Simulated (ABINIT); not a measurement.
# Si2Mo (I4/mmm) in ABINIT: further runs, part 2 of 2

ABINIT 10.8.3 (patched build). The steps go on from the part before.

## (3) Band structure, PBEsol

Input file run.abi:

```
# Datasets: ground state, then fixed potential
ndtset 2

# Pseudopotentials
pp_dirpath "./"
pseudos "Mo.GGA_PBE-JTH.xml, Si.GGA_PBE-JTH.xml"

# Structure
acell 3*1.0
rprim
    -3.0235617994     3.0235617994     7.4275685328
     3.0235617994    -3.0235617994     7.4275685328
     3.0235617994     3.0235617994    -7.4275685328
ntypat 2
znucl 42 14
natom 3
typat 1 2 2
xred
     0.0000000000     0.0000000000     0.0000000000
     0.6670000000     0.6670000000     0.0000000000
     0.3330000000     0.3330000000     0.0000000000

# Plane-wave basis
ecut 408.170794 eV
pawecutdg 30.0

# Exchange and correlation
ixc -116133

# Bands and occupations
occopt 3
tsmear 0.05 eV

# SCF cycle
nstep 100

# Output
iomode 3
prtwf 0
prteig 0
prtebands 0
enunit 1
prtden1 1

# Dataset 1
kptopt1 1
ngkpt1 12 12 12
nshiftk1 1
shiftk1 0.0 0.0 0.0
nband1 15
tolvrs1 1.0e-9

# Dataset 2: bands along G-X-Y-S-G-Z-S1-N-P-Y1-Z
iscf2 -2
getden2 1
nband2 19
nbdbuf2 2
tolwfr2 1.0e-12
kptopt2 -10
ndivsm2 8
prteig2 1
prtvol2 -3
kptbounds2
     0.0000000000     0.0000000000     0.0000000000
    -0.5000000000     0.5000000000     0.0000000000
    -0.5000000000     0.5000000000    -0.0828541695
    -0.2914270847     0.2914270847    -0.2914270847
     0.0000000000     0.0000000000     0.0000000000
     0.5000000000     0.5000000000    -0.5000000000
     0.2914270847     0.7085729153    -0.7085729153
     0.0000000000     0.5000000000    -0.5000000000
    -0.2500000000     0.7500000000    -0.2500000000
     0.0828541695     0.9171458305    -0.5000000000
     0.5000000000     0.5000000000    -0.5000000000
```

Potentials or basis: JTH PAW PBE v2.0.

Started as:

```console
$ abinit run.abi > log 2>&1
```

run.abo:

```text
.Version 10.8.3 of ABINIT
 DATASET    1 : space group I4/m m m (#139); Bravais tI (body-center tetrag.)
================================================================================
 Values of the parameters that define the memory need for DATASET  1.
     intxc =       0    ionmov =       0      iscf =      17    lmnmax =      18
     lnmax =       6     mgfft =      30  mpssoang =       3    mqgrid =    3001
     natom =       3  nloc_mem =       2    nspden =       1   nspinor =       1
    nsppol =       1      nsym =      16    n1xccc =       1    ntypat =       2
    occopt =       3   xclevel =       2
       mpw =         773          nfft =       27000          nkpt =         163
 PAW method is used; the additional fine FFT grid is defined by:
   mgfftf=        45    nfftf =     91125
================================================================================
================================================================================

 DATASET    2 : space group I4/m m m (#139); Bravais tI (body-center tetrag.)
================================================================================
 Values of the parameters that define the memory need for DATASET  2.
     intxc =       0    ionmov =       0      iscf =      -2    lmnmax =      18
     lnmax =       6     mgfft =      30  mpssoang =       3    mqgrid =    3001
     natom =       3  nloc_mem =       2    nspden =       1   nspinor =       1
    nsppol =       1      nsym =      16    n1xccc =       1    ntypat =       2
    occopt =       3   xclevel =       2
[... 3787 lines left out ...]
  11.47834   11.48438   11.50317   11.57825   12.73514   16.77621   17.33815   18.08449
  20.09017   21.40272   21.43026
 kpt# 284, nband= 19, wtk=  1.00000, kpt=  0.4791  0.5209 -0.5000 (reduced coord)
 -48.56000  -22.76730  -22.64715  -22.64702    0.46192    2.09381    8.55305    9.76410
  11.49675   11.50780   11.52704   11.57109   12.69194   16.74328   17.28282   18.05727
  20.30704   21.38317   21.57568
 kpt# 285, nband= 19, wtk=  1.00000, kpt=  0.4896  0.5104 -0.5000 (reduced coord)
 -48.56011  -22.76755  -22.64634  -22.64631    0.45493    2.08293    8.56327    9.79197
  11.50787   11.51064   11.55536   11.56677   12.66327   16.72341   17.24937   18.04097
  20.49594   21.37015   21.49571
 kpt# 286, nband= 19, wtk=  1.00000, kpt=  0.5000  0.5000 -0.5000 (reduced coord)
 -48.56015  -22.76764  -22.64607  -22.64607    0.45259    2.07930    8.56670    9.80129
  11.51160   11.51160   11.56533   11.56533   12.65317   16.71677   17.23818   18.03553
  20.58283   21.36513   21.36513

== END DATASET(S) ==============================================================
================================================================================

 -outvars: echo values of variables after computation  --------
            acell      1.0000000000E+00  1.0000000000E+00  1.0000000000E+00 Bohr
           etotal1    -7.6868734398E+01
            fcart1    -1.1474701634E-18 -1.1474701634E-18 -0.0000000000E+00
                       1.4596961074E-18  1.4596961074E-18 -6.1876697719E-03
                      -3.1222594398E-19 -3.1222594398E-19  6.1876697719E-03
            rprim     -3.0235617994E+00  3.0235617994E+00  7.4275685328E+00
                       3.0235617994E+00 -3.0235617994E+00  7.4275685328E+00
                       3.0235617994E+00  3.0235617994E+00 -7.4275685328E+00
           strten1     6.9639568861E-05  6.9639568861E-05  1.1050681787E-04
                       0.0000000000E+00  0.0000000000E+00  0.0000000000E+00
           xangst      0.0000000000E+00  0.0000000000E+00  0.0000000000E+00
                       1.3376319501E-16 -9.8898455640E-17  5.2432869964E+00
                       3.8556339167E-17 -2.1150104970E-17  2.6177129982E+00
             xred      0.0000000000E+00  0.0000000000E+00  0.0000000000E+00
                       6.6700000000E-01  6.6700000000E-01  1.0895231060E-17
                       3.3300000000E-01  3.3300000000E-01  5.4394481902E-18
 Calculation completed.
```

Wall time 8 min (1 thread of Arm Neoverse V1, shared host); peak memory 0.17 GiB.

Results:

```yaml
Free_energy: -2091.7048 eV
Pressure: -2.4 GPa
Largest_force: 0.318 eV/Å
Band_gap_on_the_k_mesh: none (metal or under the smearing width)
Valence_electrons_inside_the_program's_atomic_spheres: Mo 11.41; Si 1.55
```

Forces on the atoms (eV/Å):
```
Mo   0.000  0.000  0.000
Si   0.000  0.000 -0.318
Si   0.000  0.000  0.318
```

Stress tensor (GPa, compression positive):
```
-2.05  0.00  0.00
 0.00 -2.05  0.00
 0.00  0.00 -3.25
```

Levels at the corners of the path, in eV from the Fermi level:
| point | band 9 | band 10 | band 11 | band 12 | band 13 | band 14 |
| --- | --- | --- | --- | --- | --- | --- |
| Γ | -2.67 | -2.67 | 0.42 | 3.08 | 3.14 | 3.65 |
| X | -4.51 | -3.08 | -1.16 | 2.30 | 2.71 | 3.01 |
| Y | -3.90 | -2.95 | -1.73 | 1.77 | 1.94 | 2.58 |
| S | -2.42 | -2.34 | -0.43 | 1.49 | 3.09 | 3.58 |
| Γ | -2.67 | -2.67 | 0.42 | 3.08 | 3.14 | 3.65 |
| Z | -0.59 | -0.59 | -0.54 | -0.54 | 0.55 | 4.61 |
| S1 | -2.42 | -2.34 | -0.43 | 1.49 | 3.09 | 3.58 |
| N | -2.64 | -2.52 | -0.52 | 2.25 | 3.03 | 4.03 |
| P | -2.80 | -2.07 | -2.07 | 0.21 | 2.30 | 4.02 |
| Y1 | -3.90 | -2.95 | -1.73 | 1.77 | 1.94 | 2.58 |
| Z | -0.59 | -0.59 | -0.54 | -0.54 | 0.55 | 4.61 |

Caveat: the PAW data sets were made with another functional, which shifts forces and pressure a little.
